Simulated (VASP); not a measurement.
# CuNi₃: response to an epitaxial strain

CuNi₃, I4/mmm (no. 139), 8 atoms in the cell. AM05, relaxations at fixed in-plane lattice; PAW potentials Cu, Ni (PBE set).

## Input

INCAR.step1:
```
PREC = Accurate ; ENCUT = 400
EDIFF = 1E-7 ; ISMEAR = 1
SIGMA = 0.1 ; LREAL = False
LASPH = True ; NELM = 100
ALGO = Normal ; LWAVE = False
LCHARG = False ; ISPIN = 2
MAGMOM = 0.6 0.6 1 1 1 1 1 1 ; LMAXMIX = 4
GGA = AM ; IBRION = 2
NSW = 40 ; ISIF = 3
EDIFFG = -0.01 ; POTIM = 0.5
KPAR = 8
```

INCAR.step2, as INCAR.step1 but for:
```
+ LATTICE_CONSTRAINTS = .FALSE. .FALSE. .TRUE.
```

KPOINTS:
```
k-points
0
Gamma
  8 8 4
```

POSCAR.step1:
```
CuNi3
1.0
    3.5124236800      0.0000000000      0.0000000000
    0.0000000000      3.5124236800      0.0000000000
    0.0000000000      0.0000000000      6.9383571400
Cu Ni
2 6
Direct
    0.0000000000      0.0000000000      0.0000000000
    0.5000000000      0.5000000000      0.5000000000
    0.5000000000      0.5000000000      0.0000000000
    0.5000000000      0.0000000000      0.2500000000
    0.0000000000      0.5000000000      0.2500000000
    0.0000000000      0.0000000000      0.5000000000
    0.0000000000      0.5000000000      0.7500000000
    0.5000000000      0.0000000000      0.7500000000
```

POSCAR.step2:
```
CuNi3
1.0
    3.4830061387      0.0000000000      0.0000000000
    0.0000000000      3.4830061387      0.0000000000
    0.0000000000      0.0000000000      6.9280368116
Cu Ni
2 6
Direct
    0.0000000000      0.0000000000      0.0000000000
    0.5000000000      0.5000000000      0.5000000000
    0.5000000000      0.5000000000      0.0000000000
    0.5000000000      0.0000000000      0.2500000000
    0.0000000000      0.5000000000      0.2500000000
    0.0000000000      0.0000000000      0.5000000000
    0.0000000000      0.5000000000      0.7500000000
    0.5000000000      0.0000000000      0.7500000000
```

POSCAR.step3:
```
CuNi3
1.0
    3.4133460159      0.0000000000      0.0000000000
    0.0000000000      3.4133460159      0.0000000000
    0.0000000000      0.0000000000      6.9280368116
Cu Ni
2 6
Direct
    0.0000000000      0.0000000000      0.0000000000
    0.5000000000      0.5000000000      0.5000000000
    0.5000000000      0.5000000000      0.0000000000
    0.5000000000      0.0000000000      0.2500000000
    0.0000000000      0.5000000000      0.2500000000
    0.0000000000      0.0000000000      0.5000000000
    0.0000000000      0.5000000000      0.7500000000
    0.5000000000      0.0000000000      0.7500000000
```

POSCAR.step4:
```
CuNi3
1.0
    3.4481760773      0.0000000000      0.0000000000
    0.0000000000      3.4481760773      0.0000000000
    0.0000000000      0.0000000000      6.9280368116
Cu Ni
2 6
Direct
    0.0000000000      0.0000000000      0.0000000000
    0.5000000000      0.5000000000      0.5000000000
    0.5000000000      0.5000000000      0.0000000000
    0.5000000000      0.0000000000      0.2500000000
    0.0000000000      0.5000000000      0.2500000000
    0.0000000000      0.0000000000      0.5000000000
    0.0000000000      0.5000000000      0.7500000000
    0.5000000000      0.0000000000      0.7500000000
```

POSCAR.step5:
```
CuNi3
1.0
    3.5178362001      0.0000000000      0.0000000000
    0.0000000000      3.5178362001      0.0000000000
    0.0000000000      0.0000000000      6.9280368116
Cu Ni
2 6
Direct
    0.0000000000      0.0000000000      0.0000000000
    0.5000000000      0.5000000000      0.5000000000
    0.5000000000      0.5000000000      0.0000000000
    0.5000000000      0.0000000000      0.2500000000
    0.0000000000      0.5000000000      0.2500000000
    0.0000000000      0.0000000000      0.5000000000
    0.0000000000      0.5000000000      0.7500000000
    0.5000000000      0.0000000000      0.7500000000
```

POSCAR.step6:
```
CuNi3
1.0
    3.5526662615      0.0000000000      0.0000000000
    0.0000000000      3.5526662615      0.0000000000
    0.0000000000      0.0000000000      6.9280368116
Cu Ni
2 6
Direct
    0.0000000000      0.0000000000      0.0000000000
    0.5000000000      0.5000000000      0.5000000000
    0.5000000000      0.5000000000      0.0000000000
    0.5000000000      0.0000000000      0.2500000000
    0.0000000000      0.5000000000      0.2500000000
    0.0000000000      0.0000000000      0.5000000000
    0.0000000000      0.5000000000      0.7500000000
    0.5000000000      0.0000000000      0.7500000000
```

Commands (each step's output is kept before the next begins):
```
cat potpaw_PBE.64/Cu/POTCAR potpaw_PBE.64/Ni/POTCAR > POTCAR
cp INCAR.step1 INCAR
cp POSCAR.step1 POSCAR
mpirun -np 8 vasp_std > vasp.out
# POSCAR: the relaxed cell with a and b scaled by 1
cp INCAR.step2 INCAR
cp POSCAR.step2 POSCAR
mpirun -np 8 vasp_std > vasp.out
# POSCAR: the relaxed cell with a and b scaled by 0.98
cp POSCAR.step3 POSCAR
mpirun -np 8 vasp_std > vasp.out
# POSCAR: the relaxed cell with a and b scaled by 0.99
cp POSCAR.step4 POSCAR
mpirun -np 8 vasp_std > vasp.out
# POSCAR: the relaxed cell with a and b scaled by 1.01
cp POSCAR.step5 POSCAR
mpirun -np 8 vasp_std > vasp.out
# POSCAR: the relaxed cell with a and b scaled by 1.02
cp POSCAR.step6 POSCAR
mpirun -np 8 vasp_std > vasp.out
```

## Result

- d ln c / d ln a, c relaxed at each in-plane lattice: -1.23
- Biaxial modulus (GPa): 246

Cells held at set in-plane strains, c relaxed:

| In-plane strain (%) | c (Å) | In-plane stress (GPa, compression positive) | Energy (meV/atom) |
|---|---|---|---|
| -2.0 | 7.0939 | 5.84 | 9.5 |
| -1.0 | 7.0138 | 2.73 | 2.9 |
| 0.0 | 6.9280 | 0.06 | 0.0 |
| 1.0 | 6.8436 | -2.21 | 0.5 |
| 2.0 | 6.7526 | -3.96 | 3.5 |

Limits: a metal's c can move with the k mesh, which wasn't varied here.

VASP 6.6.1 took 322 s on 8 cores (Intel Xeon 6975P-C (Granite Rapids)), a shared host.
